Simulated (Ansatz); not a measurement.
Crystal: Au.

```
Au
1.0
     2.74841    0.00000    0.00000
     0.00000    2.74841    0.00000
     0.00000    0.00000    2.74841
Au
1
Cartesian
  1.3742 1.3742 1.3742
```

The cell was built by a generator and needn't be a form met in nature.

Base run:

- Program: Ansatz 0.2.0
- Functional: LDA
- Potentials or basis: Ansatz PAW
- Cutoff: 420 eV (not typed: the program's choice for these potentials)
- k mesh: 7 × 7 × 7
- Occupations: fermi-dirac, width 0.05 eV
- Spin: spin-orbit coupling, no magnetisation

Its results: band gap on the k mesh none (metal or under the smearing width); pressure -11.7 GPa.

Question: The run is repeated on the same cell with these changes: functional from LDA to PBE. What comes out?

Answer: Band gap on the k mesh none (metal or under the smearing width); pressure -1.6 GPa.

PBE binds less tightly than LDA, so the same cell stands under more pressure.

Caveats: the PAW data sets come from PBE, with cores solved anew for the run's functional, which leaves a small shift of forces and pressure (some runs).
